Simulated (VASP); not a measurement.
A run of VASP 6.6.1 is set up as follows.

The input INCAR:

```
PREC = Accurate
ENCUT = 520
EDIFF = 1E-7
ISMEAR = 0
SIGMA = 0.1
LREAL = F
LASPH = T
NELM = 150
ALGO = Normal
ISIF = 3
LWAVE = F
LCHARG = F
ISPIN = 2
MAGMOM = 1 0
LORBIT = 11
LMAXMIX = 4
GGA = PE
IBRION = 2
NSW = 80
EDIFFG = -0.002
```

Contents of KPOINTS:

```
Automatic mesh
0
Gamma
  16 16 16
```

File POSCAR:

```
TiC                                     
1.0
    0.0000000000      2.1671344497      2.1671344497
    2.1671344497      0.0000000000      2.1671344497
    2.1671344497      2.1671344497      0.0000000000
  Ti              C             
     1     1
Direct
     0.0000000000000000    0.0000000000000000    0.0000000000000000
     0.5000000000000000    0.5000000000000000    0.5000000000000000
```

Potentials or basis: VASP PAW PBE potentials, release 64 (Ti_sv, C).

The run is started by

```sh
$ cat potpaw_PBE.64/Ti_sv/POTCAR potpaw_PBE.64/C/POTCAR > POTCAR
$ mpirun -np 1 vasp_std > vasp.out
```

Q: What does it give for the net moment?

A: 0.00 μB per cell.

Q: What does it give for the band gap on the k mesh?

A: None (metal or under the smearing width).

Final structure:
```
CELL_PARAMETERS angstrom
0.00000 2.16709 2.16709
2.16709 0.00000 2.16709
2.16709 2.16709 0.00000
ATOMIC_POSITIONS crystal
Ti 0.00000 0.00000 0.00000
C 0.50000 0.50000 0.50000
```
